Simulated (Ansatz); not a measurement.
Ge: changing the functional

```yaml
crystal:
  lattice:
    - [3.99759, 0.00000, 0.00000]
    - [-1.99879, 3.46201, 0.00000]
    - [0.00000, 0.00000, 6.59938]
  atoms:
    - { symbol: Ge, position: [0.33333, 0.66667, 0.93710] }
    - { symbol: Ge, position: [0.66667, 0.33333, 0.43710] }
    - { symbol: Ge, position: [0.33333, 0.66667, 0.56290] }
    - { symbol: Ge, position: [0.66667, 0.33333, 0.06290] }
```

This isn't the form of Ge at room conditions, which is diamond.

Kept alike: task equation of state; k mesh 8 × 8 × 4; occupations fermi-dirac, width 0.05 eV; no spin polarisation. Program: Ansatz, Ansatz PAW. Cutoffs run from 420 to 500 eV. The mesh is that of the run's cell of 4 atoms. No spin-orbit coupling.

| functional | volume (Å³/atom) | bulk modulus (GPa) |
| --- | --- | --- |
| LDA | 22.176 | 70.5 |
| PBEsol | 22.821 | 66.6 |
| r2SCAN | 22.817 | 70.3 |

Volume and modulus come from cells scaled at fixed shape and fractions; off cubic symmetry such a modulus can lie above the relaxed one. All rows use potentials made for PBE.

**Question.** What does the functional change here?

**Answer.** The volume runs from 22.176 (LDA) to 22.821 Å³/atom (PBEsol). The bulk modulus runs from 66.6 (PBEsol) to 70.5 GPa (LDA).

The coordinates describe hexagonal diamond (lonsdaleite-type) Ge, a fourfold-coordinated sp3 network that differs from the cubic form mainly in its stacking. LDA gives the smallest volume and the highest modulus, in line with its usual overbinding. The gradient correction in PBEsol favours the more inhomogeneous density of a slightly expanded lattice, where the covalent bonds are weaker and resist compression less.

r2SCAN breaks the simple link between larger volume and softer lattice: its volume is practically that of PBEsol, yet its modulus is close to the LDA value. The modulus follows the curvature of the energy rather than the position of its minimum, so two functionals can agree on one and differ on the other. The dependence of r2SCAN on the kinetic-energy density, which helps it distinguish covalent bonding from other density regimes, probably contributes to the stiffer response. Agreement in volume therefore doesn't make PBEsol and r2SCAN interchangeable for elastic properties, and the energy of this polytype relative to cubic diamond remains open.
